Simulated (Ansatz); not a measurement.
**All-electron card of Sc**

```
Sc
1.0
    -1.83873    1.83873    1.83873
     1.83873   -1.83873    1.83873
     1.83873    1.83873   -1.83873
Sc
1
Direct
  0.00000 0.00000 0.00000
```

The conventional cell has a = 3.677 Å, b = 3.677 Å, c = 3.677 Å, α = 90.00°, β = 90.00°, γ = 90.00°. Around Sc (atom 1) lie 8 Sc at 3.18 Å.

The structure comes from a relaxation in the same program, started in the bcc type, and has space group Im-3m. Whether it is a known phase or the ground state wasn't checked.

Spin polarisation is left out, and whether a magnetic state lies lower isn't shown here.

Method: Ansatz 0.2.0, DFT, PBE, all-electron LAPW, scalar-relativistic.

The runs use a Γ-centred 13×13×13 k mesh, Fermi–Dirac smearing of 0.05 eV, basis error target 1 meV/atom, no spin polarisation.

* Volume per atom: 24.87 Å³
* Pressure at this cell: 0.00 GPa

Predict this quantity. Band gap.

none: with an odd electron count and no spin polarisation the bands can't all be full, a metal in this set-up (spin order or a larger cell could open a gap).

Give the computed value. Density of states at the Fermi level (0.2 eV bin).

2.70 states/eV per cell.
